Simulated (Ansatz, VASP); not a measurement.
AlN in VASP and in Ansatz

The input INCAR:

```
  PREC = Accurate
  ENCUT = 520
  EDIFF = 1E-7
  ISMEAR = 0
  SIGMA = 0.05
  LREAL = False
  LASPH = True
  NELM = 100
  ALGO = Normal
  ISIF = 2
  LWAVE = False
  LCHARG = True
  GGA = PE
  LELF = True
  LVHAR = True
  NBANDS = 16
```

The input KPOINTS:

```
Automatic mesh
0
Gamma
  6 6 6
```

POSCAR

```
AlN
1.0
    0.0000000000     -2.2015682416     -2.2015682416
   -2.2015682416      0.0000000000     -2.2015682416
    2.2015682416      2.2015682416     -4.4031364832
Al N
2 2
Direct
   -0.0026527651     -0.0026527651     -0.0026527651
    0.4973472349      0.4973472349      0.4973472349
    0.3801099938      0.3801099938      0.8801099938
    0.8801099938      0.8801099938      0.3801099938
```

Input for Ansatz:

```yaml
crystal:
  lattice:
    - [0.0, -2.2015682416, -2.2015682416]
    - [-2.2015682416, 0.0, -2.2015682416]
    - [2.2015682416, 2.2015682416, -4.4031364832]
  atoms:
    - { symbol: Al, position: [-0.0026527651, -0.0026527651, -0.0026527651] }
    - { symbol: Al, position: [0.4973472349, 0.4973472349, 0.4973472349] }
    - { symbol: "N", position: [0.3801099938, 0.3801099938, 0.8801099938] }
    - { symbol: "N", position: [0.8801099938, 0.8801099938, 0.3801099938] }
basis:
  ecutwfc: 520.0
kpoints:
  mp_grid: { grid: [6, 6, 6] }
hamiltonian:
  xc: pbe
scf:
  occupations: { method: gaussian, width: 0.05 }
output:
  forces: true
  stress: true
  eigenvalues: true
```

Change from the starting cell: mode 4 frozen in at +0.000 Å and mode 10 at -0.045 Å (largest displacements).

Alike in both runs: task single point; functional PBE; k mesh 6 × 6 × 6; occupations gaussian, width 0.05 eV; no spin polarisation.

```csv
,VASP,Ansatz
version,VASP 6.6.1,Ansatz 0.2.0
potentials or method,"VASP PAW PBE potentials, release 64 (Al, N)","scalar-relativistic, plane waves, PAW"
plane-wave cutoff (eV),520,520
valence electrons in the cell,16,16
```

```tsv
	VASP	Ansatz	Ansatz less VASP
gap on the k mesh at the Fermi level (eV)	3.13	3.13	+0.008
least direct gap on the mesh (eV)	3.62	3.63	+0.005
pressure (GPa)	0.3	0.5	+0.26
largest component of the traceless stress (GPa)	4.15	4.13	-0.014
rms of the force components (eV/Å)	0.538	0.536	-0.0012
```

Atom by atom the forces differ by 0.001 eV/Å (rms over components).

A k mesh can miss the band edges.
